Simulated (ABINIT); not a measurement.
# BN (Qingsongite): G0W0 with ABINIT, start to end, part 3 of 3

Aim: the G0W0 gap of BN (Qingsongite) on PBE, step by step.

ABINIT 10.8.3; PBE and many-body steps on it, plane waves. Known limits of the many-body steps: not at the basis limit; coarse k mesh.

So far. Step 4 (Empty states on the mesh, 6×6×6 mesh, 66 bands): On this mesh the gap is 4.535 eV. Step 5 (Screening, 6×6×6 mesh, 58 bands, screening to 217.7 eV): Local fields lower ε∞ by 7 %. On a Γ-centred mesh this coarse the value itself is usually too large, while a short band sum pulls it down.

## (6) Self-energy, 6×6×6 mesh, 58 bands, screening to 217.7 eV

The self-energy is evaluated for the states that the input lists, and the levels follow from it, in one-shot runs by the linearised quasiparticle equation.

This step: G0W0 on PBE, plane waves, norm-conserving pseudopotentials.

File run.abi:

```
acell 3*1.0 Angstrom
rprim 
  -0.000000000000 1.807500000000 1.807500000000
  1.807500000000 0.000000000000 1.807500000000
  1.807500000000 1.807500000000 -0.000000000000
ntypat 2
znucl 5 7
natom 2
typat 1 2
xred 
  0.000000000000 0.000000000000 0.000000000000
  0.250000000000 0.250000000000 0.250000000000
pp_dirpath "pseudos"
pseudos "B.upf, N.upf"
ecut 36
ngkpt 6 6 6
nshiftk 1
shiftk 0 0 0
kptopt 1
chksymbreak 0
istwfk *1
occopt 1
irdwfk 1
optdriver 4
nband 58
gwcalctyp 0
ecutsigx 36
symsigma 1
nkptgw 2
kptgw 
  0.0000000000 0.0000000000 0.0000000000
  0.5000000000 0.5000000000 0.0000000000
bdgw 
  2 7
  3 6
ecuteps 8
irdscr 1
ppmodel 1
indata_prefix "in"
outdata_prefix "out"
tmpdata_prefix "tmp"
```

Run with:

```bash
OMP_NUM_THREADS=1 mpirun -n 4 abinit run.abi > log
```

Numbers of over 12 decimals in the logs are rounded to 6 here.

The program printed:

```text
.Version 10.8.3 of ABINIT. v10.8.2 released Aug 2026.

 Symmetries : space group F-4 3 m (#216); Bravais cF (face-center cubic)
[... echo of the input left out ...]
== DATASET  1 ==================================================================
-   mpi_nproc: 4, omp_nthreads: 1 (-1 if OMP is not activated)

--- !DatasetInfo
iteration_state: {dtset: 1, }
dimensions: {natom: 2, nkpt: 16, mband: 58, nsppol: 1, nspinor: 1, nspden: 1, mpw: 869, }
cutoff_energies: {ecut:  36.0, pawecutdg:  -1.0, }
electrons: {nelect:   8.00000000E+00, charge:   0.00000000E+00, occopt:   1.00000000E+00, tsmear:   1.00000000E-02, }

 SIGMA: Calculation of the GW corrections

 Based on a program developped by R.W. Godby, V. Olevano, G. Onida, and L. Reining.
 Incorporated in ABINIT by V. Olevano, G.-M. Rignanese, and M. Torrent.
.Using double precision arithmetic ; gwpc =  8

[... cell and pseudopotentials left out ...]
--------------------------------------------------------------------------------

 ==== K-mesh for the wavefunctions ====
 Number of points in the irreducible wedge :    16
[... list of points left out ...]
 Together with 24 symmetry operations and time-reversal symmetry
 yields   216 points in the full Brillouin Zone.

 ==== Q-mesh for screening function ====
 Number of points in the irreducible wedge :    16
[... list of points left out ...]
 Together with 24 symmetry operations and time-reversal symmetry
 yields   216 points in the full Brillouin Zone.

 vcoul_init : cutoff-mode = AUXILIARY_FUNCTION
 q-points for optical limit:   1
     1)      0.000010    0.000020    0.000030
 setmesh: FFT mesh size selected  =    25x   25x   25
          total number of points  =        15625

 Number of electrons calculated from density =    8.0000; Expected =    8.0000
 average of density, n =  0.100376
 r_s =    1.3348
 omega_plasma =   30.5612 [eV]

 === KS Band Gaps ===
  >>>> For spin  1
   Minimum direct gap =   8.8782 [eV], located at k-point      :   0.0000  0.0000  0.0000
   Fundamental gap    =   4.5349 [eV], Top of valence bands at :   0.0000  0.0000  0.0000
                                       Bottom of conduction at :   0.5000  0.5000  0.0000
 SIGMA fundamental parameters:
 PLASMON POLE MODEL  1
 number of plane-waves for SigmaX                  869
 number of plane-waves for SigmaC and W             65
 number of plane-waves for wavefunctions           869
 number of bands                                    58
 number of independent spin polarizations            1
 number of spinorial components                      1
 number of k-points in IBZ                          16
 number of q-points in IBZ                          16
 number of symmetry operations                      24
 number of k-points in BZ                          216
 number of q-points in BZ                          216
 number of frequencies for dSigma/dE                 9
 frequency step for dSigma/dE [eV]                0.25
 number of omega for Sigma on real axis              0
 max omega for Sigma on real axis  [eV]           0.00
 zcut for avoiding poles [eV]                     0.10

 EPSILON^-1 parameters (SCR file):
 dimension of the eps^-1 matrix on file             65
 dimension of the eps^-1 matrix used                65
 number of plane-waves for wavefunctions           869
 number of bands                                    58
 number of q-points in IBZ                          16
 number of frequencies                               2
 number of real frequencies                          1
 number of imag frequencies                          1

 matrix elements of self-energy operator (all in [eV])

 Perturbative Calculation

--- !SelfEnergy_ee
iteration_state: {dtset: 1, }
kpoint     : [   0.000,    0.000,    0.000, ]
spin       : 1
KS_gap     :    8.878
QP_gap     :   10.873
Delta_QP_KS:    1.995
data: !SigmaeeData |
     Band     E0 <VxcDFT>   SigX SigC(E0)      Z dSigC/dE  Sig(E)    E-E0       E
        2   8.220 -18.521 -22.105   2.663   0.828  -0.207 -19.284  -0.763   7.457
        3   8.220 -18.521 -22.105   2.663   0.828  -0.207 -19.284  -0.763   7.457
        4   8.220 -18.521 -22.105   2.663   0.828  -0.207 -19.284  -0.763   7.457
        5  17.099 -13.778  -7.120  -5.195   0.842  -0.187 -12.546   1.232  18.331
        6  17.099 -13.778  -7.120  -5.195   0.842  -0.187 -12.546   1.232  18.331
        7  17.099 -13.778  -7.120  -5.195   0.842  -0.187 -12.546   1.232  18.331

--- !SelfEnergy_ee
iteration_state: {dtset: 1, }
kpoint     : [   0.500,    0.500,    0.000, ]
spin       : 1
KS_gap     :    9.442
QP_gap     :   11.362
Delta_QP_KS:    1.920
data: !SigmaeeData |
     Band     E0 <VxcDFT>   SigX SigC(E0)      Z dSigC/dE  Sig(E)    E-E0       E
        3   3.313 -16.496 -21.664   3.618   0.818  -0.223 -17.763  -1.267   2.046
        4   3.313 -16.496 -21.664   3.618   0.818  -0.223 -17.763  -1.267   2.046
        5  12.755 -12.569  -7.356  -4.447   0.854  -0.171 -11.915   0.654  13.409
        6  17.562 -12.695  -6.758  -5.028   0.851  -0.175 -11.922   0.773  18.335

== END DATASET(S) ==============================================================
================================================================================

 -outvars: echo values of variables after computation  --------
           etotal      0.0000000000E+00
            nband          58
             nkpt          16
          spgroup         216
 [... the other variables as echoed above ...]

 Calculation completed.
```

Elapsed: 2.3 s, on 4 MPI ranks of Arm Neoverse V2, shared host; peak memory 0.11 GiB.

Numbers from this step:

- G0W0 gap on the points computed: 5.952 eV
- starting gap on the mesh: 4.535 eV
- k of the valence top: 0, 0, 0
- k of the conduction bottom: 0.5, 0.5, 0
- Z at the valence top: 0.828
- Z at the conduction bottom: 0.854
- least direct G0W0 gap on the computed points: 10.87 eV

The gap on the mesh goes from 4.53 eV to 5.95 eV, a correction of +1.42 eV.

Limits: finite bands, cutoff and mesh; coarse k mesh. v1 is the top filled band, c1 the lowest empty one. The levels before and after the correction (eV, zero at the valence-band top of each column):

```tsv
	conduction bottom	valence top
Kohn-Sham	4.53	0.00
G0W0	5.95	0.00
```

```tsv
	level	energy (eV)
Kohn-Sham	Γ v3-v1	0.000
Kohn-Sham	Γ c1-c3	8.878
Kohn-Sham	(0.5 0.5 0) v2-v1	-4.907
Kohn-Sham	(0.5 0.5 0) c1	4.535
Kohn-Sham	(0.5 0.5 0) c2	9.342
G0W0	Γ v3-v1	0.000
G0W0	Γ c1-c3	10.874
G0W0	(0.5 0.5 0) v2-v1	-5.411
G0W0	(0.5 0.5 0) c1	5.952
G0W0	(0.5 0.5 0) c2	10.878
```

## (7) Where the time went

Times are wall times on 4 MPI ranks of Arm Neoverse V2, shared host, good to a factor of about two.

```tsv
step	time	share	memory (GiB)
ground state	4 s	20 %	0.25
bands along the symmetry lines	3 s	15 %	0.07
empty states on the mesh	4.2 s	21 %	0.3
screening	6.6 s	33 %	0.42
self-energy	2.3 s	11 %	0.11
```

## (8) What came out

| Item | Value |
| --- | --- |
| PBE gap | 4.54 eV, indirect |
| G0W0 gap on the mesh | 5.95 eV |
| GW settings | 6×6×6 mesh, 58 bands, screening to 217.7 eV, Godby-Needs plasmon pole |
| known limits | not at the basis limit; coarse k mesh |

**Reading.** G0W0 moves the gap on the mesh from 4.53 eV to 5.95 eV (+1.42 eV), with Z of 0.83 and 0.85 at the edges. Local fields lower the RPA ε∞ on this mesh from 4.74 to 4.40; a Γ-centred mesh this coarse tends to raise both, most where the direct gap is narrow, while a short band sum lowers them. Only 2 of the mesh's irreducible points were corrected, so a valley elsewhere could overtake. The dearest step here is «screening». Bands and cutoff are finite, so the gap is not at the basis limit. The miss can reach some tenths of an eV and take either sign; the mesh is an error of its own. In the G0W0 run levels were corrected at 2 k points alone, so a gap called «on the mesh» is the least over those, and an edge elsewhere would be missed. The 6×6×6 mesh is coarse for this cell, which bears on the long-range parts of exchange and screening.

[Paths, hosts, dates, memory and timing lines, banners, echoed tables and standing remarks are left out of the program output.]

[Logs are printed without paths, hosts, clocks, repeated set-up lines and the standing remarks that a program may print on its own settings, such as how far it seeks lower states.]

[Runs of the session that timed out or met a known fault of the program may be left out.]

[Hosts, paths, dates, database ids (printed as entryN), source tags and the programs' standing remarks are cut or masked in the printed files.]

[G0W0 gaps are taken among the corrected bands and points alone; a level outside them can change the order at an edge.]

[Where Ansatz stands beside ABINIT at settings called matched, ABINIT's density can come from a denser mesh and the files from another edition; pairs whose starting gaps differed by over 0.03 eV were left out, so agreement reads better than it is.]
